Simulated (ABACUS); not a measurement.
The system is Sn.

```
Sn
1.0
    -1.72654    1.77555    2.33834
     1.72654   -1.77555    2.33834
     1.72654    1.77555   -2.33834
Sn
1
Direct
  0.00000 0.00000 0.00000
```

This isn't the form of Sn at room conditions, which is tetragonal (white tin).

Base run:

| Property | Result |
| --- | --- |
| Program | ABACUS 3.10.1 |
| Functional | PBE |
| Potentials or basis | PseudoDojo NC SR 0.4.1 PBE standard |
| Cutoff | 1361 eV |
| Density cutoff | 5442 eV |
| Basis | DZP LCAO (the cutoffs set its grid) |
| k mesh | 11 × 11 × 11 |
| Occupations | fermi-dirac, width 0.05 eV |
| Spin | no spin polarisation |

Its results: band gap on the k mesh none (metal or under the smearing width); pressure 0.3 GPa.

**Question.** The run is repeated on the same cell with these changes: basis from DZP LCAO (the cutoffs set its grid) to TZDP LCAO (the cutoffs set its grid); orbital files from Sn Sn_confined-atom_8au_2s2p2d.orb to Sn Sn_confined-atom_8au_3s3p3d1f.orb. What comes out?

**Answer.** Band gap on the k mesh none (metal or under the smearing width); pressure -0.7 GPa.

Caveats: the atomic orbitals were generated for these runs and aren't a published set; the basis of atomic orbitals isn't converged, which shifts pressures, moduli and gaps.
